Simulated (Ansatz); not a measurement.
Eigenvalues along a path: Na (simple hexagonal type)

```xyz
1
Lattice="3.6147 0.0000 0.0000 -1.8073 3.1304 0.0000 0.0000 0.0000 3.3978" Properties=species:S:1:pos:R:3 pbc="T T T"
Na    0.0000    0.0000    0.0000
```

The cell comes from a relaxation on PAW files under the same functional, begun from a prototype that needn't be the stable phase.

Computed with Ansatz 0.2.0; functional PBE, scalar-relativistic. Settings: a Γ-centred 13×13×12 k mesh, Fermi–Dirac smearing of 0.08 eV, no spin polarisation. Methods: LAPW: all electrons, basis error target 1 meV/atom.

Path points, in fractions of the reciprocal vectors: Γ (0.000, 0.000, 0.000), M (0.500, 0.000, 0.000), K (0.333, 0.333, 0.000), A (0.000, 0.000, 0.500), L (0.500, 0.000, 0.500), H (0.333, 0.333, 0.500). Levels in eV from the Fermi level; bands 5 to 7, counted from the lowest band of the run. The gap is zero, the pressure 0.00 GPa.

```
# k(1/Å) point b5 b6 b7
0.000 Γ -3.24 8.50 9.50
0.143 - -3.15 8.43 9.47
0.287 - -2.91 7.49 8.67
0.430 - -2.51 5.93 8.47
0.573 - -1.96 4.42 8.23
0.717 - -1.25 3.03 7.99
0.860 - -0.40 1.77 7.83
1.004 M 0.42 0.81 7.77
1.086 - 0.45 0.83 6.90
1.169 - 0.52 0.91 5.98
1.252 - 0.64 1.04 5.10
1.335 - 0.81 1.22 4.26
1.417 - 1.02 1.43 3.47
1.500 - 1.29 1.65 2.78
1.583 K 1.60 1.60 2.43
1.749 - 0.50 2.38 3.04
1.914 - -0.61 3.35 4.03
2.080 - -1.54 4.52 5.18
2.245 - -2.27 5.89 6.46
2.411 - -2.81 7.47 7.70
2.576 - -3.13 8.40 9.22
2.742 Γ -3.24 8.50 9.50
2.874 - -3.17 7.41 10.56
3.006 - -2.96 5.98 10.99
3.138 - -2.62 4.60 11.30
3.270 - -2.15 3.30 11.72
3.402 - -1.54 2.10 12.23
3.534 - -0.82 1.02 12.76
3.666 A -0.02 0.10 13.04
3.810 - 0.05 0.18 11.97
3.953 - 0.27 0.42 10.46
4.097 - 0.64 0.82 8.91
4.240 - 1.15 1.37 7.36
4.383 - 1.81 2.05 5.95
4.527 - 2.62 2.82 4.69
4.670 L 3.37 3.54 3.62
4.753 - 3.39 3.57 3.64
4.836 - 3.46 3.65 3.71
4.918 - 3.57 3.78 3.83
5.001 - 3.73 3.96 3.99
5.084 - 3.94 4.19 4.20
5.167 - 4.19 4.46 4.48
5.249 H 4.49 4.49 4.74
5.415 - 3.51 3.63 5.23
5.581 - 2.42 2.65 6.16
5.746 - 1.54 1.77 7.29
5.912 - 0.86 1.06 8.60
6.077 - 0.37 0.53 10.11
6.243 - 0.08 0.21 11.76
6.408 A -0.02 0.10 13.04
```
